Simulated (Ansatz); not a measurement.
We consider zinc-blende ZnTe, described by PBE (PAW; Ansatz, a quantum-chemistry and plane-wave program).

Settings: plane-wave cutoff 520 eV, 10×10×10 k mesh, Fermi–Dirac smearing 0.01 eV, scalar-relativistic PAW data made under PBE.

Energies at three volumes about the minimum:

```json
[
 {"V (Å³/atom)": "28.900", "E − E_lowest (meV/atom)": "1.65"},
 {"V (Å³/atom)": "29.489", "E − E_lowest (meV/atom)": "0.00"},
 {"V (Å³/atom)": "30.079", "E − E_lowest (meV/atom)": "1.53"}
]
```

### Question
Fit a parabola by hand: where is the minimum, what lattice constant follows, and what is the bulk modulus?

### Answer
Slopes: (0.00 − 1.65)/(29.489 − 28.900) = -2.801 and (1.53 − 0.00)/(30.079 − 29.489) = 2.593 meV/Å³. Curvature E″ = 2 × (2.593 − (-2.801))/(30.079 − 28.900) = 9.150 meV/Å⁶. From the middle of the first interval, the slope vanishes at V0 = 29.1945 − (-2.801)/9.150 = 29.501 Å³/atom. B = V0 E″ = 29.501 × 9.150 meV/Å³ × 0.1602 GPa per meV/Å³ = 43.2 GPa. With 8 atoms in the cube, a = (8 × 29.501)^(1/3) = 6.180 Å. The full Birch–Murnaghan fit to all volumes gives V0 = 29.489 Å³/atom and B0 = 43.3 GPa.

Measured, for comparison: bulk modulus 51 ± 3 GPa (room temperature, not corrected to a static lattice; as tabulated in Determination of phase transition pressures of ZnTe under quasihydrostatic …); lattice constant a 6.104 Å (room temperature, not corrected to a static lattice, sources range from 6.089 to 6.104; as tabulated in Albrecht et al. (1997), arXiv:cond-mat/9706128). Computed less measured: bulk modulus -15 %.
